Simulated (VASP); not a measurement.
Here is a VASP 6.6.1 calculation.

INCAR

```
PREC = Accurate
ENCUT = 520
EDIFF = 1E-7
ISMEAR = 0
SIGMA = 0.1
LREAL = False
LASPH = True
NELM = 80
ALGO = Normal
ISIF = 2
LWAVE = False
LCHARG = False
GGA = PS
NBANDS = 11
```

KPOINTS

```
Automatic mesh
0
Gamma
  12 12 12
```

Contents of POSCAR:

```
Ba
1.0
    3.9082758412      0.0000000000      0.0000000000
    0.0000000000      3.9082758412      0.0000000000
    0.0000000000      0.0000000000      3.9082758412
Ba
1
Direct
    0.0000000000      0.0000000000      0.0000000000
```

Potentials or basis: VASP PAW PBE potentials, release 64 (Ba_sv).

Run with:

```sh
$ cat potpaw_PBE.64/Ba_sv/POTCAR > POTCAR
$ mpirun -np 1 vasp_std > vasp.out
```

**Question.** Estimate the pressure.

**Answer.** -0.4 GPa.

**Question.** What does it give for the band gap on the k mesh?

**Answer.** None (metal or under the smearing width).

Caveat: the PAW data sets were made with another functional, which shifts forces and pressure a little. The run has no spin-orbit coupling, so splittings on Ba are missing.
